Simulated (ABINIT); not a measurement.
# MgB2 (P6/mmm) in ABINIT: notebook, part 3 of 3

ABINIT 10.8.3 (patched build). Earlier steps stand in the parts before.

## (5) Relaxation of cell and atoms, PBE, target pressure 20 GPa, at which the enthalpy is minimised

Input file run.abi:

```
# Pseudopotentials
pp_dirpath "./"
pseudos "Mg.GGA_PBE-JTH.xml, B.GGA_PBE-JTH.xml"

# Structure
acell 5.8298050945 5.8298050945 6.6575051371
rprim
     1.0000000000     0.0000000000     0.0000000000
    -0.5000000000     0.8660254038     0.0000000000
     0.0000000000     0.0000000000     1.0000000000
ntypat 2
znucl 12 5
natom 3
typat 1 2 2
xred
     0.0000000000     0.0000000000     0.0000000000
     0.6666666667     0.3333333333     0.5000000000
     0.3333333333     0.6666666667     0.5000000000
chkprim 0
chksymtnons 0
tolsym 1.0e-6

# Plane-wave basis
ecut 19.0
pawecutdg 38.0
pawxcdev 0
pawovlp -1

# k points
kptopt 1
ngkpt 10 10 8
nshiftk 1
shiftk 0.0 0.0 0.0

# Exchange and correlation
ixc 11

# Bands and occupations
nband 12
occopt 3
tsmear 0.05 eV

# SCF cycle
nstep 100
tolvrs 1.0e-9

# Output
iomode 3
prtwf 0
prtden 0
prteig 0
prtebands 0

# Relaxation
ionmov 2
ntime 60
tolmxf 0.0005
optcell 2
dilatmx 1.08
ecutsm 0.5
strtarget 3*-6.797862e-04 3*0.0
```

Potentials or basis: JTH PAW PBE v2.0.

Launch:

```console
abinit run.abi > log 2>&1
```

run.abo:

```text
.Version 10.8.3 of ABINIT
 Symmetries : space group P6/m m m (#191); Bravais hP (primitive hexag.)
================================================================================
 Values of the parameters that define the memory need of the present run
     intxc =       0    ionmov =       2      iscf =      17    lmnmax =       8
     lnmax =       4     mgfft =      30  mpssoang =       2    mqgrid =    3001
     natom =       3  nloc_mem =       2    nspden =       1   nspinor =       1
    nsppol =       1      nsym =      24    n1xccc =       1    ntypat =       2
    occopt =       3   xclevel =       2
       mpw =         992          nfft =       21870          nkpt =          70
 PAW method is used; the additional fine FFT grid is defined by:
   mgfftf=        40    nfftf =     51840
================================================================================
================================================================================

--------------------------------------------------------------------------------
------------- Echo of variables that govern the present computation ------------
--------------------------------------------------------------------------------
 -outvars: echo values of preprocessed input variables --------
            acell      5.8298050945E+00  5.8298050945E+00  6.6575051371E+00 Bohr
              amu      2.43050000E+01  1.08110000E+01
          chkprim           0
      chksymtnons           0
          dilatmx      1.08000000E+00
             ecut      1.90000000E+01 Hartree
           ecutsm      5.00000000E-01 Hartree
           ionmov           2
                       outvar_i_n : Printing only first  50 k-points.
              ixc          11
                       outvar_i_n : Printing only first  50 k-points.
         kptrlatt       10    0    0      0   10    0      0    0    8
          kptrlen      5.32600411E+01
            natom           3
            nband          12
            ngfft          27      27      30
          ngfftdg          36      36      40
             nkpt          70
            nstep         100
             nsym          24
            ntime          60
           ntypat           2
                       prtocc : prtvol=0, do not print more k-points.
           occopt           3
          optcell           2
        pawecutdg      3.80000000E+01 Hartree
          pawovlp     -1.0000000000E+00
         pawxcdev           0
           prtden           0
        prtebands           0
           prteig           0
            prtwf           0
            rprim      1.0000000000E+00  0.0000000000E+00  0.0000000000E+00
                      -5.0000000000E-01  8.6602540380E-01  0.0000000000E+00
                       0.0000000000E+00  0.0000000000E+00  1.0000000000E+00
          spgroup         191
        strtarget     -6.79786200E-04 -6.79786200E-04 -6.79786200E-04
                       0.00000000E+00  0.00000000E+00  0.00000000E+00
           tolmxf      5.00000000E-04
           tolsym      1.00000000E-06
           tolvrs      1.00000000E-09
           tsmear      1.83746611E-03 Hartree
            typat      1  2  2
           useylm           1
                       outvars : Printing only first  50 k-points.
           xangst      0.0000000000E+00  0.0000000000E+00  0.0000000000E+00
                       1.5424999990E+00  8.9056278964E-01  1.7614999988E+00
                      -7.9179545087E-18  1.7811255793E+00  1.7614999988E+00
            xcart      0.0000000000E+00  0.0000000000E+00  0.0000000000E+00
                       2.9149025472E+00  1.6829197703E+00  3.3287525686E+00
                      -1.4962765499E-17  3.3658395407E+00  3.3287525686E+00
             xred      0.0000000000E+00  0.0000000000E+00  0.0000000000E+00
                       6.6666666667E-01  3.3333333333E-01  5.0000000000E-01
                       3.3333333333E-01  6.6666666667E-01  5.0000000000E-01
            znucl       12.00000    5.00000

================================================================================

 chkinp: Checking input parameters for consistency.

[... 683 lines left out ...]

 ----iterations are completed or convergence reached----

 Mean square residual over all n,k,spin=   48.478E-09; max=  22.376E-06
 reduced coordinates (array xred) for    3 atoms
      -0.000000000000      0.000000000000      0.000000000000
       0.666666666667      0.333333333333      0.500000000000
       0.333333333333      0.666666666667      0.500000000000
 rms dE/dt=  3.2362E-28; max dE/dt=  5.3853E-28; dE/dt below (all hartree)
    1       0.000000000000      0.000000000000      0.000000000000
    2       0.000000000000      0.000000000000      0.000000000000
    3      -0.000000000000     -0.000000000000      0.000000000000

 cartesian coordinates (angstrom) at end:
    1     -0.00000000000000     0.00000000000000     0.00000000000000
    2      1.49581212120879     0.86360753085252     1.66250883366932
    3      0.00000000000000     1.72721506170504     1.66250883366932

 cartesian forces (hartree/bohr) at end:
    1      0.00000000000000     0.00000000000000    -0.00000000000000
    2     -0.00000000000000    -0.00000000000000    -0.00000000000000
    3      0.00000000000000     0.00000000000000    -0.00000000000000
 frms,max,avg= 7.9205388E-29 1.5582612E-28   0.000E+00  0.000E+00  0.000E+00 h/b

 cartesian forces (eV/Angstrom) at end:
    1      0.00000000000000     0.00000000000000    -0.00000000000000
    2     -0.00000000000000    -0.00000000000000    -0.00000000000000
    3      0.00000000000000     0.00000000000000    -0.00000000000000
 frms,max,avg= 4.0729048E-27 8.0129014E-27   0.000E+00  0.000E+00  0.000E+00 e/A
 length scales=  5.653350489796  5.653350489872  6.283372755075 bohr
              =  2.991624242418  2.991624242458  3.325017667339 angstroms
 Fermi (or HOMO) energy (hartree) =   0.29918   Average Vxc (hartree)=  -0.41199
 Eigenvalues (hartree) for nkpt=  70  k points:
 kpt#   1, nband= 12, wtk=  0.00125, kpt=  0.0000  0.0000  0.0000 (reduced coord)
  -2.45064   -1.22832   -1.22831   -1.22831   -0.18498    0.19211    0.30844    0.30844
   0.38562    0.53794    0.53794    0.62483
      occupation numbers for kpt#   1
   2.00000    2.00000    2.00000    2.00000    2.00000    2.00000    0.01292    0.01292
   0.00000    0.00000    0.00000    0.00000
 prteigrs : prtvol=0 or 1, do not print more k-points.

--- !EnergyTerms
iteration_state     : {dtset: 1, itime: 6, icycle: 1, }
comment             : Components of total free energy in Hartree
kinetic             :  7.22021872223676E+00
hartree             :  1.32697633402821E+01
xc                  : -3.59328333237735E+00
Ewald energy        : -3.84303547332686E+01
psp_core            :  1.83908994833044E+00
local_psp           : -4.09537940327201E+01
PAW spherical_terms : -8.65706219174048E+00
internal            : -6.93054222792572E+01
'-kT*entropy'       : -1.94070751097839E-04
total_energy        : -6.93056163500083E+01
total_energy_eV     : -1.88590189551585E+03
...

--- !EnergyTermsDC
iteration_state     : {dtset: 1, itime: 6, icycle: 1, }
comment             : '"Double-counting" decomposition of free energy'
band_energy         : -1.14208856164133E+01
Ewald energy        : -3.84303547332686E+01
psp_core            :  1.83908994833044E+00
xc_dc               : -1.23079668230251E+01
PAW spherical_terms : -8.98530535843281E+00
internal            : -6.93054225828095E+01
'-kT*entropy'       : -1.94070751097839E-04
total_energy_dc     : -6.93056166535605E+01
total_energy_dc_eV  : -1.88590190377593E+03
...

--- !EnergyTermsWithPAWCore
iteration_state     : {dtset: 1, itime: 6, icycle: 1, }
comment             : 'Components of total free energy, including PAW core contributions'
Total energy        : -2.50040590387524E+02
Total energy DC     : -2.50040590691076E+02
Total energy (eV)   : -6.80395108220803E+03
Total energy DC (eV): -6.80395109046811E+03
...

 Cartesian components of stress tensor (hartree/bohr^3)
  sigma(1 1)= -6.80782586E-04  sigma(3 2)=  0.00000000E+00
  sigma(2 2)= -6.80782586E-04  sigma(3 1)=  0.00000000E+00
  sigma(3 3)= -6.77014959E-04  sigma(2 1)=  0.00000000E+00

-Cartesian components of stress tensor (GPa)         [Pressure=  1.9992E+01 GPa]
- sigma(1 1)= -2.00293152E+01  sigma(3 2)=  0.00000000E+00
- sigma(2 2)= -2.00293152E+01  sigma(3 1)=  0.00000000E+00
- sigma(3 3)= -1.99184678E+01  sigma(2 1)=  0.00000000E+00

== END DATASET(S) ==============================================================
================================================================================

 -outvars: echo values of variables after computation  --------
            acell      5.6533504898E+00  5.6533504899E+00  6.2833727551E+00 Bohr
           etotal     -6.9305616654E+01
            fcart      1.5876397710E-29  9.1662424916E-30 -0.0000000000E+00
                      -7.9381988552E-29 -1.5582612236E-28 -0.0000000000E+00
                       6.3505590841E-29  1.4665987987E-28 -0.0000000000E+00
            rprim      1.0000000000E+00  0.0000000000E+00  0.0000000000E+00
                      -4.9999999999E-01  8.6602540379E-01  0.0000000000E+00
                       0.0000000000E+00  0.0000000000E+00  1.0000000000E+00
           strten     -6.8078258575E-04 -6.8078258610E-04 -6.7701495939E-04
                       0.0000000000E+00  0.0000000000E+00  0.0000000000E+00
           xangst     -3.4610736556E-29  5.8581994633E-29  0.0000000000E+00
                       1.4958121212E+00  8.6360753085E-01  1.6625088337E+00
                       4.1766354234E-18  1.7272150617E+00  1.6625088337E+00
             xred     -2.6353783827E-31  2.2611349307E-29  0.0000000000E+00
                       6.6666666667E-01  3.3333333333E-01  5.0000000000E-01
                       3.3333333333E-01  6.6666666667E-01  5.0000000000E-01
 Calculation completed.
```

Run time: 94 s. Hardware: 1 thread of Arm Neoverse V2, shared host; peak memory 0.11 GiB.

Results:

```yaml
Free_energy: -1885.9019 eV
Relaxed_volume: 8.59 Å³/atom
Relaxed_cell: a = 2.992 Å, b = 2.992 Å, c = 3.325 Å, α = 90.00°, β = 90.00°, γ = 120.00°
Space_group_after_relaxing_to_0.05_Å: P6/mmm (No. 191)
Energy_change_on_relaxing_the_enthalpy_is_what_falls: +59.0 meV/atom
Ionic_steps: 6
Pressure_after_relaxing: 20.0 GPa
Band_gap_on_the_k_mesh: none (metal or under the smearing width)
```

Stress tensor (GPa, compression positive):
```
20.03  0.00  0.00
 0.00 20.03  0.00
 0.00  0.00 19.92
```

Step by step:
| step | energy change (eV) | largest force (eV/Å) | pressure (GPa) | volume (Å³) |
| --- | --- | --- | --- | --- |
| 1 | 0.0000 | 0.0000 | -0.78 | 29.04 |
| 2 | 0.0490 | 0.0000 | 9.98 | 27.23 |
| 3 | 0.1861 | 0.0000 | 21.09 | 25.76 |
| 4 | 0.1760 | 0.0000 | 20.37 | 25.81 |
| 5 | 0.1764 | 0.0000 | 19.79 | 25.78 |
| 6 | 0.1769 | 0.0000 | 19.99 | 25.77 |

Final structure:
```
Mg B
1.0
     2.99162    0.00000    0.00000
    -1.49581    2.59082    0.00000
     0.00000    0.00000    3.32502
Mg B
1 2
Direct
  0.00000 0.00000 0.00000
  0.66667 0.33333 0.50000
  0.33333 0.66667 0.50000
```

Levels at points of the mesh, in eV from the Fermi level:
| k point | band 6 | band 7 | band 8 | band 9 | band 10 | band 11 |
| --- | --- | --- | --- | --- | --- | --- |
| (0.00, 0.00, 0.00) | -2.91 | 0.25 | 0.25 | 2.35 | 6.50 | 6.50 |
| (0.50, 0.00, 0.00) | -8.42 | -2.46 | 0.31 | 3.48 | 3.91 | 6.25 |
| (0.00, 0.00, 0.50) | -7.98 | 0.75 | 0.75 | 6.81 | 6.81 | 8.28 |
| (0.50, 0.00, 0.50) | -7.32 | -3.94 | -2.13 | -1.47 | 6.27 | 9.48 |

Caveat: the atomic spheres overlap.

## (6) The runs side by side

| cell | gap on the mesh (eV) | pressure (GPa) |
| --- | --- | --- |
| relaxed | none | 0.0 |
| relaxed to 5 GPa | none | 5.0 |
| relaxed to 10 GPa | none | 10.0 |
| relaxed to 20 GPa | none | 20.0 |

Alike in all rows: task relaxation of cell and atoms; level PBE; potentials or basis JTH PAW PBE v2.0; no spin polarisation; k mesh 10 × 10 × 8; cutoff (eV) 517; smearing fermi-dirac 0.05 eV.

Caveats: the atomic spheres overlap.

Total energies depend on the potentials used, so only differences within one code and one set of settings carry meaning.
